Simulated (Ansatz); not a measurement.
The system is CdS (Hawleyite).

```xyz
2
Lattice="0.0000 2.9165 2.9165 2.9165 0.0000 2.9165 2.9165 2.9165 0.0000" Properties=species:S:1:pos:R:3 pbc="T T T"
Cd    0.0000    0.0000    0.0000
S     4.3748    4.3748    4.3748
```

| Property | Result |
| --- | --- |
| Program | Ansatz 0.2.0 |
| Task | relaxation of cell and atoms |
| Functional | PBEsol |
| Dispersion | D4 |
| Potentials or basis | Ansatz PAW |
| Cutoff | 420 eV (not typed: the program's choice for these potentials) |
| k mesh | 8 × 8 × 8 |
| Occupations | fermi-dirac, width 0.05 eV |
| Spin | no spin polarisation |

At the start: volume 24.81 Å³/atom.

Task: How do energy, volume and symmetry change on relaxing?

Result: It ends after 3 steps and the volume is 24.25 Å³/atom (-2.3 %); space group F-43m (No. 216, to 0.05 Å).

The path:
```csv
step,energy change (eV),largest force (eV/Å),volume (Å³)
1,0.0000,0.0000,49.62
2,-0.0053,0.0000,48.49
3,-0.0052,0.0000,48.49
```

Final structure:
```cif
data_structure
_symmetry_space_group_name_H-M 'P 1'
_symmetry_Int_Tables_number 1
_cell_length_a 4.0932
_cell_length_b 4.0932
_cell_length_c 4.0932
_cell_angle_alpha 60.000
_cell_angle_beta 60.000
_cell_angle_gamma 60.000
_cell_volume 48.49
loop_
_atom_site_label
_atom_site_type_symbol
_atom_site_fract_x
_atom_site_fract_y
_atom_site_fract_z
_atom_site_occupancy
Cd1 Cd 0.00000 0.00000 0.00000 1
S1 S 0.75000 0.75000 0.75000 1
```

Caveat: the plane-wave basis is chosen anew once the cell has moved, so the energies of steps on either side of that aren't comparable; the PAW data sets come from PBE, with cores solved anew for the run's functional, which leaves a small shift of forces and pressure.
